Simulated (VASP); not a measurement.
# KBr: single point with LDA

Crystal: KBr.

```
CELL_PARAMETERS angstrom
4.04350 0.00000 0.00000
0.00000 4.04350 0.00000
0.00000 0.00000 4.04350
ATOMIC_POSITIONS crystal
K 0.00000 0.00000 0.00000
Br 0.50000 0.60820 0.50000
```

Measurements of this composition are mostly on another form, of space group No. 225.

The cell isn't the ideal one: all Br atoms moved +0.438 Å, as atom 2 along Cartesian [0 1 0].

- Program: VASP 6.6.1
- Task: single point
- Functional: LDA
- Potentials or basis: VASP PAW LDA potentials, release 64 (K_sv, Br)
- Cutoff: 520 eV
- k mesh: 6 × 6 × 6
- Occupations: gaussian, width 0.05 eV
- Spin: no spin polarisation
- Dipole correction: no
- Further INCAR settings: ALGO = Normal; EDIFF = 1e-07; NBANDS = 15

```yaml
Pressure: -1.8 GPa
Largest_force: 0.152 eV/Å
Band_gap_on_the_k_mesh: 3.53 eV, indirect (least direct gap 3.80 eV)
```

Forces in eV/Å, atoms in the order of the input:
```
K    0.000  0.152  0.000
Br   0.000 -0.152  0.000
```

Levels at points of the mesh, in eV from the valence-band top:
| k point | band 4 | band 5 | band 6 | band 7 | band 8 | band 9 | band 10 | band 11 | band 12 | band 13 |
| --- | --- | --- | --- | --- | --- | --- | --- | --- | --- | --- |
| (0.00, 0.00, 0.00) | -11.84 | -11.81 | -0.30 | -0.28 | -0.28 | 3.53 | 5.55 | 5.99 | 9.44 | 9.71 |
| (0.50, 0.00, 0.00) | -11.81 | -11.63 | -2.00 | -0.29 | -0.16 | 6.11 | 6.68 | 7.37 | 8.05 | 9.63 |
| (0.00, 0.50, 0.00) | -11.82 | -11.71 | -1.97 | -0.24 | -0.24 | 6.26 | 6.69 | 7.49 | 9.10 | 9.25 |
| (0.50, 0.50, 0.00) | -11.83 | -11.80 | -1.43 | -1.38 | -0.07 | 4.97 | 6.30 | 7.93 | 8.07 | 9.81 |
| (0.50, 0.00, 0.50) | -12.00 | -11.82 | -1.41 | -1.41 | 0.00 | 5.02 | 6.55 | 7.93 | 7.93 | 10.35 |
| (0.50, 0.50, 0.50) | -11.96 | -11.96 | -1.43 | -1.43 | -1.41 | 6.86 | 6.86 | 7.25 | 9.44 | 9.76 |

Run time: 13 s on 1 thread of Intel(R) Xeon(R) 6975P-C (Granite Rapids), on a shared host, peak memory 0.17 GiB.

A k mesh can miss the band edges.
